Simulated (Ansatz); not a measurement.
We look at the formation energy of GeO2 (rutile, P4₂/mnm) from the elements. Reaction: Ge (diamond) + O2 (gas) → GeO2 (rutile). A negative value means that the right-hand side lies lower. The value is per atom of the solid.

GeO2 (rutile, P4₂/mnm), 6 atoms in the cell, k-point mesh 12×8×8 on the run's own vectors.
```cif
data_Ge2O4
_chemical_formula_sum 'Ge2 O4'
_space_group_name_H-M_alt 'P 1'
_space_group_IT_number 1
_cell_length_a 2.90515
_cell_length_b 4.48690
_cell_length_c 4.48690
_cell_angle_alpha 90.000
_cell_angle_beta 90.000
_cell_angle_gamma 90.000
loop_
_space_group_symop_operation_xyz
  'x, y, z'
loop_
_atom_site_label
_atom_site_type_symbol
_atom_site_fract_x
_atom_site_fract_y
_atom_site_fract_z
_atom_site_occupancy
Ge1 Ge 0.50000 0.50000 0.50000 1
Ge2 Ge 0.00000 0.00000 0.00000 1
O1 O 0.00000 0.69287 0.69287 1
O2 O 0.00000 0.30713 0.30713 1
O3 O 0.50000 0.80713 0.19287 1
O4 O 0.50000 0.19287 0.80713 1
```

Ge (diamond, Fd-3m), 2 atoms in the cell, k-point mesh 10×10×10 on the run's own vectors. Conventional cell: a = 5.760 Å, b = 5.760 Å, c = 5.760 Å, α = 90.00°, β = 90.00°, γ = 90.00°.

An isolated O2 molecule (triplet) in a box of 11 × 11 × 13 Å.

All numbers come from Ansatz (a quantum-chemistry and plane-wave program), plane waves with PAW, its default PAW set, cutoff 420 eV, 500 eV for r2SCAN. The structures are at rest with PBE; other levels are single points on them, but for the rows marked own geometry. HSE06 runs on coarser k-point meshes, mended by the PBE difference between the two meshes. Neutral cells; Fermi-Dirac smearing of at most 0.05 eV in the solids, energies taken to zero width. The lattices are those relaxed with PBE, so at other levels the solids can be strained, which adds to the spread. A dispersion term (D3(BJ), or D4 for r2SCAN) was computed beside these levels and is taken off wherever the name lacks it. Nuclei at rest; no vibrational terms. No structure search was made; lower ones may exist.

Problem. Predict the value from HSE06.

Solution. -1.69 eV/atom, for Ge (diamond) + O2 (gas) → GeO2 (rutile).

Problem. How does the value move with the functional?

Solution. 
```tsv
Method	value (eV/atom)	less HSE06
PBE+D3(BJ)	-1.69	0.00
r2SCAN+D4	-1.87	-0.18
HSE06+D3(BJ)	-1.79	-0.10
r2SCAN (own geometry)	-1.82	-0.13
```

The levels span 0.18 eV/atom, from r2SCAN+D4 (-1.87) to PBE+D3(BJ) (-1.69).
